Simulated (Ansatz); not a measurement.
**CuO in Ansatz: the effect of target pressure**

The system is CuO.

```
Cu O
1.0
     3.17953    0.00000    0.00000
    -1.58977    2.75356    0.00000
     0.00000    0.00000    4.43149
Cu O
2 2
Direct
  0.00000 0.00000 0.00000
  0.00000 0.00000 0.50000
  0.33333 0.66667 0.25000
  0.66667 0.33333 0.75000
```

Measurements of this composition are mostly on another form, of space group No. 15.

Alike in all runs:

| Property | Result |
| --- | --- |
| Program | Ansatz 0.2.0 |
| Task | relaxation of cell and atoms |
| Functional | PBEsol |
| Potentials or basis | Ansatz PAW |
| Cutoff | 420 eV (not typed: the program's choice for these potentials) |
| k mesh | 10 × 10 × 6 |
| Occupations | fermi-dirac, width 0.05 eV |
| Spin | no spin polarisation |

Each run relaxes the cell or the atoms first.

```tsv
target pressure	relaxed volume (Å³/atom)
0 GPa	9.23
2 GPa	9.14
5 GPa	9.01
10 GPa	8.81
20 GPa	?
30 GPa	8.21
```

What does the run with target pressure 20 GPa give?

Relaxed volume 8.48 Å³/atom.

Worked out: In Murnaghan's law V^(-B') rises as a straight line in P. The other rows fit best with B' = 4.6, V0 = 9.23 Å³/atom and B0 = 193 GPa, which gives 8.48 Å³/atom at 20 GPa, against the run's 8.48.

Caveats: the plane-wave basis is chosen anew once the cell has moved, so the energies of steps on either side of that aren't comparable; the run has no spin polarisation, though such a crystal can be magnetic; the PAW data sets come from PBE, with cores solved anew for the run's functional, which leaves a small shift of forces and pressure; the volume moved by over 15 % at a fixed basis, so the end points are rough (some runs).
